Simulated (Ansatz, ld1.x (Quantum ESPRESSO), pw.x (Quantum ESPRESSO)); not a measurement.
**What a changed setting does to a pw.x run (diamond W)**

Potential: norm-conserving Troullier–Martins (Kleinman–Bylander form), ld1.x (Quantum ESPRESSO) 7.5, PBE; core [Xe] 4f14, reference 5d4.5 6s1.5 6p0; waves: 6p (bound, empty): rc 3.85 bohr; 5d (bound): rc 1.90 bohr; 6s (bound): rc 2.10 bohr; local part: the s channel; core correction: Bessel-smoothed model core, default radius (core density twice the valence density).

The reference run (k-mesh 8³, cutoffs 50/200 Ry, Fermi–Dirac 0.01 Ry, mixing_beta 0.4, conv_thr 1e-9, no spin) gives 0.63 GPa at 24.840 Å³/atom, where all-electron LAPW gives -0.08 GPa. This run, with its own iteration cap, changes smearing to box, a wrong or extreme entry chosen on purpose.

```
&control
  calculation='scf', prefix='x', pseudo_dir='./', outdir='./tmp', tstress=.true., disk_io='none'
/
&system
  ibrav=0, nat=2, ntyp=1, ecutwfc=50, ecutrho=200, nbnd=14,
  occupations='smearing', smearing='box', degauss=0.01
/
&electrons
  conv_thr=1e-09, mixing_beta=0.4, electron_maxstep=70
/
ATOMIC_SPECIES
W 1.0 W.UPF
CELL_PARAMETERS angstrom
  0.00000000 2.91776648 2.91776648
  2.91776648 0.00000000 2.91776648
  2.91776648 2.91776648 0.00000000
ATOMIC_POSITIONS crystal
W 0.0000 0.0000 0.0000
W 0.2500 0.2500 0.2500
K_POINTS automatic
8 8 8 0 0 0
```

```bash
pw.x < W.scf.in > W.scf.out
```

Problem. How does the run end?

Solution. It stops with "set_occupations: smearing box unknown".

```
Error in routine  set_occupations (1):
      smearing box unknown
```
